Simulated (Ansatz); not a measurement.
## Relaxing W

Method: DFT PBE, scalar-relativistic, plane waves, PAW in Ansatz 0.2.0. (420 eV cutoff, 18×18×18 k-mesh, Gaussian smearing of 0.10 eV, no spin polarisation)

What was changed: relaxed at 3 GPa.

Spin–orbit coupling is left out, which can shift energies with elements as heavy as these.

Command:

```bash
ansatz run input.yaml --threads 1 --pin off --max-ram 2560MiB --backend cpu --events-out ev --progress --plain --runs-dir out
```

Input:

```yaml
crystal:
  lattice:
    - [-1.5768456183, 1.5768456183, 1.5768456183]
    - [1.5768456183, -1.5768456183, 1.5768456183]
    - [1.5768456183, 1.5768456183, -1.5768456183]
  atoms:
    - { symbol: W, position: [0.0, 0.0, 0.0] }
basis:
  ecutwfc: 420
kpoints:
  mp_grid: { grid: [18, 18, 18] }
hamiltonian:
  xc: pbe
scf:
  occupations: { method: gaussian, width: 0.1 }
output:
  forces: true
  stress: true
  eigenvalues: true
relax:
  adjacent_minimum: "off"
  f_tol: 0.008
  max_steps: 50
  cell: { stress_tol: 0.08, p_target: 3.0 }
```

F is the free energy. Steps run on the plane waves of an earlier cell, but the last one, and at times one on the way, on a freshly chosen basis, so a repeated geometry can differ a little in energy. The relaxation lowers the enthalpy F + PV at the target pressure, so F itself can rise.

At step 2 F + PV rises: a step can overshoot before the optimiser corrects it.

Steps:

| step | F − F(1) (eV) | largest force component (eV/Å) | V (Å³/atom) | P (GPa) |
| --- | --- | --- | --- | --- |
| 1 | 0.0000 | 0.000 | 15.683 | 9.18 |
| 2 | 0.0125 | 0.000 | 16.802 | -11.32 |
| 3 | -0.0114 | 0.000 | 16.004 | 2.49 |
| 4 | -0.0110 | 0.000 | 15.978 | 3.01 |
| 5 | -0.0111 | 0.000 | 15.978 | 3.00 |

Relaxed structure:

```cif
data_structure
_symmetry_space_group_name_H-M 'P 1'
_symmetry_Int_Tables_number 1
_cell_length_a 2.7482
_cell_length_b 2.7482
_cell_length_c 2.7482
_cell_angle_alpha 109.471
_cell_angle_beta 109.471
_cell_angle_gamma 109.471
_cell_volume 15.98
loop_
_atom_site_label
_atom_site_type_symbol
_atom_site_fract_x
_atom_site_fract_y
_atom_site_fract_z
_atom_site_occupancy
W1 W 0.00000 0.00000 0.00000 1
```

The structure is cubic, space group Im-3m (No. 229). Conventional cell: a = 3.173 Å, b = 3.173 Å, c = 3.173 Å, α = 90.00°, β = 90.00°, γ = 90.00°. Around W (site symmetry m-3m) lie 8 W at 2.75 Å.

The run converged. It took 3.8 s on 1 thread of AMD EPYC 9R45 96-Core Processor (Zen 5) (shared host), peak memory 0.39 GiB.